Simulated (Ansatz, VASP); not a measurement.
# One calculation of Sb, two programs

```
CELL_PARAMETERS angstrom
-1.92122 1.92122 1.92122
1.92122 -1.92122 1.92122
1.92122 1.92122 -1.92122
ATOMIC_POSITIONS crystal
Sb 0.00000 0.00000 0.00000
```

Alike in both runs: task single point; functional PBE; k mesh 13 × 13 × 13; occupations fermi-dirac, width 0.1 eV; no spin polarisation.

|  | VASP | Ansatz |
| --- | --- | --- |
| version | VASP 6.6.1 | Ansatz 0.2.0 |
| potentials or method | VASP PAW PBE potentials, release 64 (Sb) | plane waves (420 eV) with PAW, scalar-relativistic |
| plane-wave cutoff (eV) | 520 | 420 |
| valence electrons in the cell | 5 | 15 |

```csv
,VASP,Ansatz,Ansatz less VASP
pressure (GPa),-2.3,-2.2,+0.13
```

With one functional, cell and mesh, what is left measures potentials, basis and numerics. The two sets of potentials don't hold the same shells in valence.

Spin-orbit coupling is left out, which matters for the levels of Sb.
